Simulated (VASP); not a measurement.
A run of VASP 6.6.1 is set up as follows.

File INCAR:

```
SYSTEM = Ag
PREC = Accurate ; ENCUT = 600
EDIFF = 1E-7 ; ISMEAR = -1
SIGMA = 0.05 ; LREAL = .FALSE.
LASPH = .TRUE. ; NELM = 100
ALGO = Normal ; ISIF = 3
LWAVE = .FALSE. ; LCHARG = .FALSE.
GGA = RE ; IVDW = 11
IBRION = 2 ; NSW = 40
EDIFFG = -0.005
```

File KPOINTS:

```
Automatic mesh
0
G
  11 11 11
  0 0 0
```

File POSCAR:

```
Ag
1.0
    0.0000000000      2.0427500000      2.0427500000
    2.0427500000      0.0000000000      2.0427500000
    2.0427500000      2.0427500000      0.0000000000
Ag
1
Direct
    0.0000000000      0.0000000000      0.0000000000
```

Potentials or basis: VASP PAW PBE potentials, release 64 (Ag).

Run with:

```bash
$ cat potpaw_PBE.64/Ag/POTCAR > POTCAR
$ mpirun -np 1 vasp_std > vasp.out
```

(1) What does it give for the dispersion energy per atom?

(2) Estimate the relaxed cell.

(3) Estimate the band gap on the k mesh.

## Answers

(1) -0.827 eV.

(2) a = 2.884 Å, b = 2.884 Å, c = 2.884 Å, α = 60.00°, β = 60.00°, γ = 60.00°.

(3) none (metal or under the smearing width).
